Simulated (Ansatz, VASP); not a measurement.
**One calculation of ZnSe, two programs**

Contents of INCAR:

```
ALGO = Normal
EDIFF = 1E-7
ENCUT = 520
GGA = PE
ISIF = 2
ISMEAR = -1
LASPH = T
LCHARG = F
LREAL = F
LWAVE = F
NBANDS = 16
NELM = 100
PREC = Accurate
SIGMA = 0.03
```

The input KPOINTS:

```
k-points
0
Gamma
  8 8 8
```

File POSCAR:

```
ZnSe
1.0
    0.0000000000      2.8338000000      2.8904760000
    2.8338000000      0.0000000000      2.8904760000
    2.8338000000      2.8338000000      0.0000000000
Zn Se
1 1
Direct
    0.0000000000      0.0000000000      0.0000000000
    0.7500000000      0.7500000000      0.7500000000
```

Input for Ansatz:

```yaml
crystal:
  lattice:
    - [0.0, 2.8338, 2.890476]
    - [2.8338, 0.0, 2.890476]
    - [2.8338, 2.8338, 0.0]
  atoms:
    - { symbol: Zn, position: [0.0, 0.0, 0.0] }
    - { symbol: Se, position: [0.75, 0.75, 0.75] }
kpoints:
  mp_grid: { grid: [8, 8, 8] }
  band_path:
    path:
      - [0.0, 0.0, 0.0]
      - [0.5, 0.0, 0.5]
      - [0.75, 0.25, 0.5]
      - [0.5, 0.5, 0.5]
      - [0.0, 0.0, 0.0]
      - [0.5, 0.5, 0.0]
      - [0.6298539023, 0.6298539023, 0.2597078047]
      - [0.3701460977, 0.3701460977, 0.7402921953]
      - [0.0, 0.0, 0.0]
    npoints: 5
scf:
  occupations: { method: fermi_dirac, width: 0.03 }
hamiltonian:
  xc: pbe
  pseudopotentials: { kind: all_electron, lapw: { basis_error: 0.001 } }
output:
  forces: true
  stress: true
  eigenvalues: true
```

Change from the starting cell: zz strain of +2 %.

Alike in both runs: task single point; functional PBE; k mesh 8 × 8 × 8; occupations fermi-dirac, width 0.03 eV; no spin polarisation.

|  | VASP | Ansatz |
| --- | --- | --- |
| version | VASP 6.6.1 | Ansatz 0.2.0 |
| potentials or method | VASP PAW PBE potentials, release 64 (Zn, Se) | all-electron LAPW, scalar-relativistic |
| plane-wave cutoff (eV) | 520 | see its input |

Ansatz gave:

- gap on the k mesh at the Fermi level (eV): 1.19
- pressure (GPa): 0.9
- largest component of the traceless stress (GPa): 0.47

**Question.** What did VASP give for the same quantities?

**Answer.** gap on the k mesh at the Fermi level (eV): 1.18; pressure (GPa): 1.1; largest component of the traceless stress (GPa): 0.47.

Ansatz ran all-electron here, so the differences hold the error of VASP's frozen core and of both bases.
